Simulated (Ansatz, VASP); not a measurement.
## One calculation of Sn, two programs

File INCAR:

```
PREC = Accurate ; ENCUT = 520
EDIFF = 1E-7 ; ISMEAR = 0
SIGMA = 0.1 ; LREAL = F
LASPH = T ; NELM = 100
ALGO = Fast ; ISIF = 2
LWAVE = F ; LCHARG = F
GGA = PS ; NBANDS = 36
```

The input KPOINTS:

```
regular mesh
0
Gamma
  6 6 2
```

The input POSCAR:

```
Sn
1.0
    3.7871474704      0.0000000000      0.0000000000
   -1.8935737352      3.2797659173      0.0000000000
    0.0000000000      0.0000000000     12.2142980722
Sn
4
Direct
    0.0000000000      0.0000000000      0.0000000000
    0.0000000000      0.0000000000      0.5000000000
    0.3333333333      0.6666666667      0.7500000000
    0.6666666667      0.3333333333      0.2500000000
```

Input for Ansatz:

```yaml
crystal:
  lattice:
    - [3.7871474704, 0.0, 0.0]
    - [-1.8935737352, 3.2797659173, 0.0]
    - [0.0, 0.0, 12.2142980722]
  atoms:
    - { symbol: Sn, position: [0.0, 0.0, 0.0] }
    - { symbol: Sn, position: [0.0, 0.0, 0.5] }
    - { symbol: Sn, position: [0.3333333333, 0.6666666667, 0.75] }
    - { symbol: Sn, position: [0.6666666667, 0.3333333333, 0.25] }
basis:
  ecutwfc: 420
kpoints:
  mp_grid: { grid: [6, 6, 2] }
hamiltonian:
  xc: pbesol
scf:
  occupations: { method: gaussian, width: 0.1 }
  lower_state_search: "off"
output:
  forces: true
  stress: true
  eigenvalues: true
```

Alike in both runs: task single point; functional PBEsol; k mesh 6 × 6 × 2; occupations gaussian, width 0.1 eV; no spin polarisation.

|  | VASP | Ansatz |
| --- | --- | --- |
| version | VASP 6.6.1 | Ansatz 0.2.0 |
| potentials or method | VASP PAW PBE potentials, release 64 (Sn_d) | scalar-relativistic, plane waves, PAW |
| plane-wave cutoff (eV) | 520 | 420 |
| valence electrons in the cell | 56 | 56 |

|  | VASP | Ansatz | Ansatz less VASP |
| --- | --- | --- | --- |
| gap on the k mesh at the Fermi level (eV) | none | none | - |
| pressure (GPa) | -8.6 | -8.6 | +0.03 |
| largest component of the traceless stress (GPa) | 1.25 | 1.24 | -0.002 |

A gap of «none» marks a metal or a gap that the smearing closes.

Caveats: the PAW data sets were made with another functional, which shifts forces and pressure a little (VASP).
